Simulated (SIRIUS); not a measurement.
**Si: equation of state with PBE**

The system is Si.

```
CELL_PARAMETERS angstrom
2.62054 0.00000 0.00000
-1.31027 2.26946 0.00000
0.00000 0.00000 2.46635
ATOMIC_POSITIONS crystal
Si 0.00000 0.00000 0.00000
```

This isn't the form of Si at room conditions, which is diamond.

| Quantity | Value |
| --- | --- |
| Program | SIRIUS 7.12.0 |
| Task | equation of state |
| Functional | PBE |
| Potentials or basis | all-electron FP-LAPW |
| Cutoff | 165 eV |
| Basis | apw+lo standard |
| k mesh | 12 × 12 × 11 |
| Occupations | fermi-dirac, width 0.05 eV |
| Spin | no spin polarisation |

```yaml
Equilibrium_volume: 15.07 Å³/atom
Bulk_modulus_at_fixed_shape_and_positions: 108 GPa
Pressure_derivative_of_the_bulk_modulus: 4.5
```

Energy against volume, from the lowest point:
```tsv
volume (Å³/atom)	energy (meV/atom)
13.788	43.01
14.081	24.47
14.375	11.49
14.668	3.51
14.961	0.00
15.255	0.49
15.548	4.62
```

All runs of the series together: 96 s on 1 thread of Arm Neoverse V1 (shared host).

Caveat: the cell was scaled at fixed shape and fractional positions, which overstates the stiffness of a crystal with free parameters, most of all of layers and chains.
